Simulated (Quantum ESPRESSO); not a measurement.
**Pb under changes of volume**

One of the cells (29.314 Å³/atom); the others are scaled copies at fixed shape and fractional positions:

```
Pb
1.0
     3.48000    0.00000    0.00000
    -1.74000    3.01377    0.00000
     0.00000    0.00000    5.59000
Pb
2
Cartesian
  1.7400 1.0046 4.1925
  0.0000 2.0092 1.3975
```

This isn't the form of Pb at room conditions, which is fcc.

| Quantity | Value |
| --- | --- |
| Program | Quantum ESPRESSO 7.5 |
| Functional | LDA |
| Potentials or basis | GBRV 1.5 LDA |
| Cutoff | 612 eV |
| Density cutoff | 4898 eV |
| k mesh | 9 × 9 × 5 |
| Occupations | fermi-dirac, width 0.05 eV |
| Spin | no spin polarisation |

```csv
volume (Å³/atom),energy over the lowest point (meV/atom),pressure (GPa)
27.555,10.27,2.6
28.141,2.85,1.3
28.727,0.00,0.2
29.314,1.01,-0.8
29.900,5.38,-1.7
30.486,12.77,-2.4
31.073,?,?
```

Q: What does the run at 31.073 Å³/atom give?

A: Energy over the lowest point 22.62 meV/atom; pressure -3.1 GPa.

Worked out: A Birch-Murnaghan fit of order 3 (a polynomial in V^(-2/3)) to the other rows has its minimum at 28.86 Å³/atom with B0 = V·E''(V) = 51 GPa and B' = 5.9 at fixed shape and positions, which overstates the stiffness. It gives 22.68 meV/atom at 31.073 Å³/atom, against the run's 22.62, and -dE/dV = -3.0 GPa, against -3.1.

Energies are extrapolated to zero smearing.
